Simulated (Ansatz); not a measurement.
Pressure against volume: ZnS

```
Zn S
1.0
     0.00000    2.55173    2.55173
     2.55173    0.00000    2.55173
     2.55173    2.55173    0.00000
Zn S
1 1
Direct
  0.00000 0.00000 0.00000
  0.50000 0.50000 0.50000
```

The structure comes from a relaxation in the same program, started in the rocksalt type, and has space group Fm-3m. Whether it is a known phase or the ground state wasn't checked.

Methods: DFT, PBE, all-electron LAPW, scalar-relativistic (Ansatz 0.2.0); DFT, PBE, PAW with Ansatz's default frozen-core files, scalar-relativistic (Ansatz 0.2.0).

For LAPW: a Γ-centred 15×15×15 k mesh, Fermi–Dirac smearing of 0.05 eV, basis error target 1 meV/atom, no spin polarisation. PAW takes a cutoff of 420 eV at this cell. The Ansatz runs share mesh, smearing and spin set-up. Plane-wave (PAW) pressures include the program's estimate of the Pulay term.

The cell above is scaled evenly, with fractional coordinates and shape held.

```csv
V/V(cell),V (Å³/atom),"P, LAPW (GPa)","P, PAW (GPa)","free energy over the lowest listed, PAW (meV/atom)"
0.9500,15.784,5.00,4.98,12.4
0.9750,16.200,2.35,2.33,3.0
1.0000,16.615,0.04,0.02,0.0
1.0250,17.030,-1.97,-1.99,2.6
1.0500,17.446,-3.73,-3.75,10.1
```

**Question.** What do Birch–Murnaghan fits to the pressures give?

**Answer.** LAPW: V0 = 16.62 Å³/atom, B0 = 86 GPa, B0′ = 4.5; PAW: V0 = 16.62 Å³/atom, B0 = 86 GPa, B0′ = 4.5.

PAW's V0 lies -0.03 % from the all-electron value and its B0 0.1 %. Symmetry fixes shape and coordinates here, so this is the relaxed modulus.
